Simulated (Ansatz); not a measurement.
SrCl2: stiffness from a series of strains

```yaml
crystal:
  lattice:
    - [0.00000, 3.48550, 3.48550]
    - [3.48550, 0.00000, 3.48550]
    - [3.48550, 3.48550, 0.00000]
  atoms:
    - { symbol: Sr, position: [0.00000, 0.00000, 0.00000] }
    - { symbol: Cl, position: [0.25000, 0.25000, 0.25000] }
    - { symbol: Cl, position: [0.75000, 0.75000, 0.75000] }
```

Atoms are numbered in the order listed.

The geometry is COD entry 1541509, unchecked; take it as a test cell.

These are results of DFT, LDA, all-electron LAPW, scalar-relativistic (Ansatz 0.2.0), not measurements.

Sampling and basis: a Γ-centred 8×8×8 k mesh, Fermi–Dirac smearing of 0.01 eV, basis error target 1 meV/atom, no spin polarisation.

The strain is applied along the Cartesian axes of the cell as listed (the other components stay zero). Fractional coordinates are held (clamped ions).

σ is the change of stress from the unstrained cell, which is at -2.77 GPa; tension is positive, so slopes are stress–strain coefficients at that pressure.

Only quantities that a quadratic follows smoothly over the whole series are listed; rougher ones are left out.

```
εxx = εyy  σzz (GPa)  σxx (GPa)
  -0.0200      -0.67      -1.75
  -0.0100      -0.31      -0.83
   0.0000       0.00       0.00
   0.0200       0.48       1.42
```

Task: Fit the series and read off the stiffness at zero strain.

Result: Least-squares fits y = p0 + p1 x + p2 x² to the rows give σzz (GPa): p1 = 28.7, p2 = -240; σxx (GPa): p1 = 79.2, p2 = -420. So 2 C12 = 29 GPa and C11 + C12 = 79 GPa.

Task: One run, at εxx = εyy = 0.0100, is withheld. Predict its row.

Result: The fits give 0.26, 0.75; the run gave 0.26, 0.75.
